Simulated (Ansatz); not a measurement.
## BaS: frozen-core PAW against all-electron methods

```
Ba S
1.0
     0.00000    3.28956    3.19375
     3.28956    0.00000    3.19375
     3.28956    3.28956    0.00000
Ba S
1 1
Direct
  0.00000 0.00000 0.00000
  0.50000 0.50000 0.50000
```

Atom numbers follow the list: Ba1, S2.

The conventional cell has a = 4.652 Å, b = 4.652 Å, c = 6.388 Å, α = 90.00°, β = 90.00°, γ = 90.00°. Ba (atom 1) has 6 S at 3.19 to 3.29 Å as nearest neighbours. S (atom 2) is surrounded by 6 Ba at 3.19 to 3.29 Å.

The cell is COD entry 9008600, as deposited and not checked against the literature; nothing was relaxed. The listed cell was then made from it by scaling, straining or moving an atom.

No spin–orbit coupling, which matters for the heavy atoms here.

All numbers are computed: DFT, PBEsol, PAW with Ansatz's default frozen-core files, scalar-relativistic (Ansatz 0.2.0); DFT, PBEsol, all-electron LAPW, scalar-relativistic (Ansatz 0.2.0).

For PAW: a Γ-centred 8×8×8 k mesh, Fermi–Dirac smearing of 0.02 eV, cutoff 420 eV, no spin polarisation; the PAW files were made with PBE, and the program remakes their frozen cores for this functional. LAPW targets a basis error of 0.25 meV/atom. The Ansatz runs share mesh, smearing and spin set-up. Plane-wave (PAW) pressures include the program's estimate of the Pulay term.

Stress and pressure are positive in compression.

The change that made this cell: equal xx and yy strain of +3 %.

PAW results:

```tsv
quantity	PAW
pressure (GPa)	-3.19
stress xx (GPa)	-3.74
stress zz (GPa)	-2.08
band gap (eV)	2.100
```

(1) What does LAPW (all electrons) give for the same quantities?

Results:

(1) 
```csv
quantity,LAPW
pressure (GPa),-3.19
stress xx (GPa),-3.74
stress zz (GPa),-2.08
band gap (eV),2.100
```
